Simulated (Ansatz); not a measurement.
Method: DFT PBE, scalar-relativistic, plane waves, PAW (Ansatz). All cells share a 420 eV cutoff and Γ-centred k meshes spaced at most about 0.3 Å⁻¹ (about 0.25 or finer for metals, 2π included). No spin polarisation.

All energies are static (0 K, no zero-point motion).

Question: Order these relaxed structures of Be2Se by energy, lowest first, with the energy over the lowest of them.
A.

```cif
data_structure
_symmetry_space_group_name_H-M 'I4/mmm'
_symmetry_Int_Tables_number 139
_cell_length_a 4.7835
_cell_length_b 4.7835
_cell_length_c 6.0644
_cell_angle_alpha 90.000
_cell_angle_beta 90.000
_cell_angle_gamma 90.000
_cell_volume 138.77
loop_
_atom_site_label
_atom_site_type_symbol
_atom_site_symmetry_multiplicity
_atom_site_Wyckoff_symbol
_atom_site_fract_x
_atom_site_fract_y
_atom_site_fract_z
_atom_site_occupancy
Be1 Be 4 e 0.00000 0.00000 0.66366 1
Se1 Se 2 a 0.00000 0.00000 0.00000 1
```

B.

```cif
data_structure
_symmetry_space_group_name_H-M 'Pnma'
_symmetry_Int_Tables_number 62
_cell_length_a 7.6991
_cell_length_b 3.7584
_cell_length_c 5.9064
_cell_angle_alpha 90.000
_cell_angle_beta 90.000
_cell_angle_gamma 90.000
_cell_volume 170.91
loop_
_atom_site_label
_atom_site_type_symbol
_atom_site_symmetry_multiplicity
_atom_site_Wyckoff_symbol
_atom_site_fract_x
_atom_site_fract_y
_atom_site_fract_z
_atom_site_occupancy
Be1 Be 4 c 0.47777 0.25000 0.41831 1
Be2 Be 4 c 0.52144 0.75000 0.20808 1
Se1 Se 4 c 0.83205 0.75000 0.60022 1
```

C.

```cif
data_structure
_symmetry_space_group_name_H-M 'Fm-3m'
_symmetry_Int_Tables_number 225
_cell_length_a 5.7109
_cell_length_b 5.7109
_cell_length_c 5.7109
_cell_angle_alpha 90.000
_cell_angle_beta 90.000
_cell_angle_gamma 90.000
_cell_volume 186.26
loop_
_atom_site_label
_atom_site_type_symbol
_atom_site_symmetry_multiplicity
_atom_site_Wyckoff_symbol
_atom_site_fract_x
_atom_site_fract_y
_atom_site_fract_z
_atom_site_occupancy
Be1 Be 8 c 0.25000 0.25000 0.75000 1
Se1 Se 4 a 0.00000 0.00000 0.00000 1
```

D.

```cif
data_structure
_symmetry_space_group_name_H-M 'P-3m1'
_symmetry_Int_Tables_number 164
_cell_length_a 3.3493
_cell_length_b 3.3493
_cell_length_c 4.3145
_cell_angle_alpha 90.000
_cell_angle_beta 90.000
_cell_angle_gamma 120.000
_cell_volume 41.91
loop_
_atom_site_label
_atom_site_type_symbol
_atom_site_symmetry_multiplicity
_atom_site_Wyckoff_symbol
_atom_site_fract_x
_atom_site_fract_y
_atom_site_fract_z
_atom_site_occupancy
Be1 Be 2 d 0.33333 0.66667 0.68823 1
Se1 Se 1 a 0.00000 0.00000 0.00000 1
```

Answer: B (0 meV/atom), D (393 meV/atom), A (719 meV/atom), C (846 meV/atom). Forms: B Pnma; D anti-cadmium iodide type, P-3m1; A I4/mmm; C anti-fluorite type, Fm-3m. Counting Se atoms around Be (those within 1.25 times the shortest such distance or 1.15 times the sum of covalent radii, 1.27 where that leaves under three; a slash parts the counts of unlike sites): B has Be 2/3; D has Be 3; A has Be 1; C has Be 4. All come from invented guesses. Shaken at random and relaxed again, D falls into a cell with space group C2/m (No. 12), 0.42 eV/atom lower, so it is a saddle point or a shallow minimum. The lowest form computed isn't among them: it has space group P-4m2 (No. 115), 15.1 Å³/atom and lies 39 meV/atom below the best shown.

No dispersion correction is applied, so the spacing and binding between layers, chains or molecules are poorly described (I4/mmm), and this can change margins and order among such cells. Cells without such a test can be saddle points. Some candidate types were left out of the draw beforehand, so a known form may be missing.
